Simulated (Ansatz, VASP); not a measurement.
C in VASP and in Ansatz

Contents of INCAR:

```
SYSTEM = C
ALGO     = Normal         ! electronic algorithm
EDIFF    = 1E-7           ! SCF threshold, eV
ENCUT    = 520            ! plane-wave cutoff, eV
GGA      = PE             ! functional
ISIF     = 2              ! what is computed and relaxed
ISMEAR   = 0              ! smearing method
LASPH    = .TRUE.         ! aspherical terms in the spheres
LCHARG   = .FALSE.        ! write CHGCAR
LREAL    = .FALSE.        ! projectors in reciprocal space
LWAVE    = .FALSE.        ! write WAVECAR
NBANDS   = 36             ! bands
NELM     = 60             ! most SCF steps
PREC     = Accurate       ! precision mode
SIGMA    = 0.05           ! smearing width, eV
```

File KPOINTS:

```
k-points
0
G
  12 12 2
  0 0 0
```

The input POSCAR:

```
C
1.0
    2.4323000000      0.0000000000      0.0000000000
   -1.2161500000      2.1064335896      0.0000000000
    0.0000000000      0.0000000000     12.2737000000
C
12
Direct
    0.0000000000      0.0000000000      0.1868593266
    0.0000000000      0.0000000000      0.6868593266
    0.0000000000      0.0000000000      0.3131406734
    0.0000000000      0.0000000000      0.8131406734
    0.3333333333      0.6666666667      0.5207665411
    0.6666666667      0.3333333333      0.0207665411
    0.3333333333      0.6666666667      0.9792334589
    0.6666666667      0.3333333333      0.4792334589
    0.3333333333      0.6666666667      0.6450950823
    0.6666666667      0.3333333333      0.1450950823
    0.3333333333      0.6666666667      0.8549049177
    0.6666666667      0.3333333333      0.3549049177
```

Input for Ansatz:

```yaml
crystal:
  lattice:
    - [2.4323, 0.0, 0.0]
    - [-1.21615, 2.1064335896, 0.0]
    - [0.0, 0.0, 12.2737]
  atoms:
    - { symbol: C, position: [0.0, 0.0, 0.1868593266] }
    - { symbol: C, position: [0.0, 0.0, 0.6868593266] }
    - { symbol: C, position: [0.0, 0.0, 0.3131406734] }
    - { symbol: C, position: [0.0, 0.0, 0.8131406734] }
    - { symbol: C, position: [0.3333333333, 0.6666666667, 0.5207665411] }
    - { symbol: C, position: [0.6666666667, 0.3333333333, 0.0207665411] }
    - { symbol: C, position: [0.3333333333, 0.6666666667, 0.9792334589] }
    - { symbol: C, position: [0.6666666667, 0.3333333333, 0.4792334589] }
    - { symbol: C, position: [0.3333333333, 0.6666666667, 0.6450950823] }
    - { symbol: C, position: [0.6666666667, 0.3333333333, 0.1450950823] }
    - { symbol: C, position: [0.3333333333, 0.6666666667, 0.8549049177] }
    - { symbol: C, position: [0.6666666667, 0.3333333333, 0.3549049177] }
basis:
  ecutwfc: 520.0
kpoints:
  mp_grid: { grid: [12, 12, 2] }
hamiltonian:
  xc: pbe
  pseudopotentials: { kind: paw, azcp: { folder: soft_1 } }
scf:
  occupations: { method: gaussian, width: 0.05 }
output:
  forces: true
  stress: true
  eigenvalues: true
```

Alike in both runs: task single point; functional PBE; k mesh 12 × 12 × 2; occupations gaussian, width 0.05 eV; no spin polarisation.

|  | VASP | Ansatz |
| --- | --- | --- |
| version | VASP 6.6.1 | Ansatz 0.2.0 |
| potentials or method | VASP PAW PBE potentials, release 64 (C) | scalar-relativistic, plane waves, PAW |
| plane-wave cutoff (eV) | 520 | 520 |
| valence electrons in the cell | 48 | 48 |

|  | VASP | Ansatz | Ansatz less VASP |
| --- | --- | --- | --- |
| gap on the k mesh at the Fermi level (eV) | 4.73 | 4.74 | +0.009 |
| least direct gap on the mesh (eV) | 5.14 | 5.14 | +0.005 |
| rms of the force components (eV/Å) | 0.113 | 0.107 | -0.0058 |

Atom by atom the forces differ by 0.006 eV/Å (rms over components).
